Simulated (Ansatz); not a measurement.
The system is TiH2.

```xyz
3
Lattice="-1.5965 1.5965 2.1335 1.5965 -1.5965 2.1335 1.5965 1.5965 -2.1335" Properties=species:S:1:pos:R:3 pbc="T T T"
Ti    0.0000    0.0000    0.0000
H     1.5965    0.0000    1.0668
H     0.0000    1.5965    1.0668
```

* Program: Ansatz 0.2.0
* Task: relaxation of cell and atoms
* Functional: r2SCAN
* Dispersion: D3(BJ)-ATM
* Potentials or basis: Ansatz PAW
* Cutoff: 500 eV (not typed: the program's choice for these potentials)
* k mesh: 12 × 12 × 12
* Occupations: fermi-dirac, width 0.05 eV
* Spin: no spin polarisation

At the start: volume 7.25 Å³/atom.

Q: Where does the relaxation end?

A: It ends after 6 steps and the volume is 7.03 Å³/atom (-3.1 %); space group I4/mmm (No. 139, to 0.05 Å).

Step by step:
| step | energy change (eV) | largest force (eV/Å) | volume (Å³) |
| --- | --- | --- | --- |
| 1 | 0.0000 | 0.0000 | 21.75 |
| 2 | -0.0087 | 0.0000 | 20.79 |
| 3 | -0.0107 | 0.0000 | 21.09 |
| 4 | -0.0107 | 0.0000 | 21.08 |
| 5 | -0.0107 | 0.0000 | 21.08 |
| 6 | -0.0103 | 0.0000 | 21.08 |

Final structure:
```xyz
3
Lattice="-1.5906 1.5906 2.0826 1.5906 -1.5906 2.0826 1.5906 1.5906 -2.0826" Properties=species:S:1:pos:R:3 pbc="T T T"
Ti    0.0000    0.0000    0.0000
H     1.5906    0.0000    1.0413
H     0.0000    1.5906    1.0413
```

Caveat: the plane-wave basis is chosen anew once the cell has moved, so the energies of steps on either side of that aren't comparable; pairwise dispersion overbinds metals, which lowers pressure and volume; the PAW data sets come from PBE, with cores solved anew for the run's functional, which leaves a small shift of forces and pressure.
